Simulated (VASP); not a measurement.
**VASP 6.6.1 run: Mg₂Sn**

INCAR

```
ISMEAR = 2
EDIFF = 1E-7
ENCUT = 520
LWAVE = .FALSE.
NSW = 0
AMIX = 0.1
NELM = 64
LREAL = .FALSE.
SIGMA = 0.1
NBANDS = 16
LASPH = .TRUE.
LCHARG = .FALSE.
GGA = PE
ISIF = 2
IBRION = -1
PREC = Accurate
```

KPOINTS

```
KPOINTS created by Atomic Simulation Environment
0
Gamma
6 6 6
0 0 0
```

POSCAR

```
Sn Mg
 1.0000000000000000
    -0.0000000000000000    3.3799352820842841    3.3799352820842841
     3.3799352820842841    0.0000000000000000    3.3799352820842841
     3.3799352820842841    3.3799352820842841   -0.0000000000000000
 Sn  Mg
   1   2
Cartesian
  0.0000000000000000 -0.0000000000000000  0.0000000000000000
  1.6899676410421418  1.6899676410421418  1.6899676410421418
  5.0699029231264250  5.0699029231264250  5.0699029231264250
```

The recommended PBE PAW datasets give the neutral cell 18 valence electrons.

Command

```
mpirun -np 1 vasp_std
```

**Question.** How does this run end, and what does it give?

**Answer.** It converged. Results: gap between bands v and c on the k mesh -0.16 eV (bands overlap: a metal); least direct gap on the k mesh 1.42 eV; pressure 1.0 GPa. Band v is the last that the valence electrons fill when counted band by band, and c is the next.

OSZICAR

```
N       E                     dE             d eps       ncg     rms          rms(c)
DAV:   1     0.952779380897E+02    0.95278E+02   -0.83591E+03   512   0.119E+03
DAV:   2     0.128731452613E+00   -0.95149E+02   -0.92341E+02   536   0.293E+02
DAV:   3    -0.748696093093E+01   -0.76157E+01   -0.75714E+01   656   0.752E+01
DAV:   4    -0.769326858967E+01   -0.20631E+00   -0.20627E+00   656   0.132E+01
DAV:   5    -0.770104582239E+01   -0.77772E-02   -0.77769E-02   728   0.232E+00    0.326E+00
DAV:   6    -0.760361613934E+01    0.97430E-01   -0.27173E-02   664   0.862E-01    0.285E+00
DAV:   7    -0.740873946231E+01    0.19488E+00   -0.59686E-01   616   0.300E+00    0.909E-01
DAV:   8    -0.740101851971E+01    0.77209E-02   -0.73482E-02   656   0.306E+00    0.594E-01
DAV:   9    -0.740329019717E+01   -0.22717E-02   -0.84450E-03   760   0.111E+00    0.285E-01
DAV:  10    -0.740224466515E+01    0.10455E-02   -0.55557E-03   640   0.103E+00    0.244E-01
DAV:  11    -0.740209917298E+01    0.14549E-03   -0.70357E-04   608   0.156E-01    0.420E-02
DAV:  12    -0.740207442694E+01    0.24746E-04   -0.99769E-05   704   0.898E-02    0.316E-02
DAV:  13    -0.740207089451E+01    0.35324E-05   -0.17211E-05   576   0.352E-02    0.141E-03
DAV:  14    -0.740207085029E+01    0.44226E-07   -0.19627E-06   672   0.114E-02    0.522E-03
DAV:  15    -0.740207083614E+01    0.14149E-07   -0.59656E-08   408   0.219E-03
   1 F= -.74020708E+01 E0= -.74020912E+01  d E =0.815870E-04
```

Standard output (part)

```
POSCAR found type information on POSCAR SnMg
 POSCAR found :  2 types and       3 ions
 LDA part: xc-table for (Slater+PW92), standard interpolation
 POSCAR, INCAR and KPOINTS ok, starting setup
 WAVECAR not read
 entering main loop
```

For comparison, a separate PBE run of the intended cell, on usual settings and not on those above, gives a gap of -0.16 eV on its mesh and a pressure of 0.9 GPa.
